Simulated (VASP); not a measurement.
SiC:

```
Si C
1.0
     2.85411    0.00000    0.00000
     0.00000    2.85411    0.00000
     0.00000    0.00000    4.03633
Si C
2 2
Direct
  0.49856 0.49838 0.49806
  0.00189 0.01272 0.00601
  0.00275 0.49395 0.25049
  0.49679 0.99495 0.74544
```

The cell isn't the ideal one: all atoms moved at random, sigma 0.02 Å a component; volume scaled by 0.8.

* Program: VASP 6.6.1
* Task: relaxation of cell and atoms
* Functional: BLYP
* Dispersion: D3(BJ)
* Potentials or basis: VASP PAW PBE potentials, release 64 (Si, C)
* Cutoff: 600 eV
* k mesh: 9 × 9 × 7
* Occupations: fermi-dirac, width 0.02 eV
* Spin: no spin polarisation

At the start: pressure 74.0 GPa; volume 8.22 Å³/atom.

Problem. How do energy, volume and symmetry change on relaxing?

Solution. Over 14 steps the energy falls by 414.6 meV/atom and the volume is 10.27 Å³/atom (+24.9 %); space group F-43m (No. 216, to 0.05 Å).

The path:
```
step  energy change (eV)  largest force (eV/Å)  pressure (GPa)  volume (Å³)
   1              0.0000                2.5588           73.99        32.88
   2              0.2688                1.1939          -31.34        54.44
   3             -1.6146                1.0103           -0.49        41.25
   4             -1.6185                0.9646            1.32        40.90
   5             -1.6188                0.9409            2.24        40.73
   6             -1.6268                0.7859           -3.09        41.75
   7             -1.6563                0.1687           -0.98        41.27
   8             -1.6578                0.0963            0.49        40.99
   9             -1.6579                0.0569            0.15        41.06
  10             -1.6582                0.0380            0.04        41.07
  11             -1.6582                0.0402            0.02        41.08
  12             -1.6582                0.0078           -0.06        41.09
  13             -1.6582                0.0071           -0.05        41.09
  14             -1.6582                0.0039            0.03        41.08
```

Final structure:
```
Si C
1.0
     3.07397    0.00000    0.00000
     0.00000    3.07402    0.00005
     0.00000    0.00007    4.34715
Si C
2 2
Direct
  0.50000 0.50002 0.49998
  0.00000 0.99997 0.00002
  0.00000 0.50001 0.25001
  0.50000 0.00000 0.75000
```

Caveat: the PAW data sets were made with another functional, which shifts forces and pressure a little.
